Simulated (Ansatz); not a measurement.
**Zr: one candidate structure**

Aim: relax Zr from this start, alpha-boron type (R-3m, No. 166), and see where it ends.

Method: DFT r2SCAN, scalar-relativistic, plane waves, PAW, in Ansatz 0.2.0.

## (1) Starting point

It takes space group R-3m (No. 166, trigonal). The conventional cell has a = 7.407 Å, b = 7.407 Å, c = 18.949 Å, α = 90.00°, β = 90.00°, γ = 120.00°. Zr (site symmetry m) has 6 Zr at 2.52 to 2.72 Å as nearest neighbours. Zr (site symmetry m) has 7 Zr at 2.69 to 3.03 Å as nearest neighbours.

Coordinates:

```
Zr
1.0
     3.70369    2.13833    6.31628
    -3.70369    2.13833    6.31628
     0.00000   -4.27665    6.31628
Zr
12
Direct
  0.01019 0.65361 0.01019
  0.01019 0.01019 0.65361
  0.65361 0.01019 0.01019
  0.98981 0.34639 0.98981
  0.34639 0.98981 0.98981
  0.98981 0.98981 0.34639
  0.22118 0.63060 0.22118
  0.22118 0.22118 0.63060
  0.63060 0.22118 0.22118
  0.77882 0.36940 0.77882
  0.36940 0.77882 0.77882
  0.77882 0.77882 0.36940
```

(A quick probe on a coarse mesh, which set the mesh and smearing, is not shown.)

## (3) Coarse relaxation

input.yaml

```yaml
crystal:
  lattice:
    - [3.7036900547, 2.1383264501, 6.3162810264]
    - [-3.7036900547, 2.1383264501, 6.3162810264]
    - [0.0, -4.2766529, 6.3162810264]
  atoms:
    - { symbol: Zr, position: [0.01019, 0.65361, 0.01019] }
    - { symbol: Zr, position: [0.01019, 0.01019, 0.65361] }
    - { symbol: Zr, position: [0.65361, 0.01019, 0.01019] }
    - { symbol: Zr, position: [0.98981, 0.34639, 0.98981] }
    - { symbol: Zr, position: [0.34639, 0.98981, 0.98981] }
    - { symbol: Zr, position: [0.98981, 0.98981, 0.34639] }
    - { symbol: Zr, position: [0.22118, 0.6306, 0.22118] }
    - { symbol: Zr, position: [0.22118, 0.22118, 0.6306] }
    - { symbol: Zr, position: [0.6306, 0.22118, 0.22118] }
    - { symbol: Zr, position: [0.77882, 0.3694, 0.77882] }
    - { symbol: Zr, position: [0.3694, 0.77882, 0.77882] }
    - { symbol: Zr, position: [0.77882, 0.77882, 0.3694] }
basis:
  ecutwfc: 500
kpoints:
  mp_grid: { grid: [3, 3, 3] }
hamiltonian:
  xc: r2scan
scf:
  occupations: { method: gaussian, width: 0.1 }
  lower_state_search: "off"
output:
  forces: true
  stress: true
  eigenvalues: true
relax:
  adjacent_minimum: "off"
  f_tol: 0.04
  max_steps: 70
  cell: { stress_tol: 0.4 }
```

The session goes on with these runs: full relaxation.

Before running it: what results should come out?

**Answer**, as computed:

```
           quantity                                                                        value
cell (conventional)  a = 5.983 Å, b = 5.983 Å, c = 31.612 Å, α = 90.00°, β = 90.00°, γ = 120.00°
        space group                                                               R-3m (No. 166)
             volume                                                                27.22 Å³/atom
    gap on the mesh                                                                 none (metal)
```

In words: The space group stayed R-3m, and from the first guess the volume went from 25.01 to 27.22 Å³/atom.
